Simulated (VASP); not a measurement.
**BAs (zincblende): one LDA single-point calculation in two programs**

```xyz
2
Lattice="0.0000 2.3919 2.3919 2.3919 0.0000 2.3919 2.3919 2.3919 0.0000" Properties=species:S:1:pos:R:3 pbc="T T T"
B     0.0000    0.0000    0.0000
As    1.1959    1.1959    1.1959
```

The two codes use different PAW datasets and cutoffs. VASP's cell holds 8 valence electrons and Ansatz's 18. LDA means the Perdew–Zunger form with relativistic exchange in VASP and the Perdew–Wang form in Ansatz. Ansatz's stress includes a Pulay correction; VASP's doesn't.

Cutoffs: 520 eV in VASP, 420 eV in Ansatz. k meshes: 10×10×10 and 10×10×10.

```
                               VASP    Ansatz
gap between bands v and c   1.13 eV   1.13 eV
         least direct gap   3.24 eV   3.25 eV
                 pressure  -3.7 GPa  -4.5 GPa
```

Band v is the last that the valence electrons fill when counted band by band, and c is the next. Levels in eV from the top of v, Ansatz:

| point | v−1 | v | c | c+1 |
| --- | --- | --- | --- | --- |
| Γ | 0.00 | 0.00 | 3.25 | 3.25 |
| X | -4.05 | -4.05 | 1.34 | 1.44 |
| W | -5.47 | -5.18 | 5.20 | 5.83 |
| K | -5.93 | -3.46 | 2.00 | 5.47 |
| L | -1.81 | -1.81 | 2.65 | 4.76 |

VASP:

```
point    v−1      v     c   c+1
    Γ   0.00   0.00  3.24  3.24
    X  -4.06  -4.06  1.34  1.42
    W  -5.48  -5.19  5.17  5.84
    K  -5.95  -3.47  1.99  5.46
    L  -1.81  -1.81  2.67  4.74
```
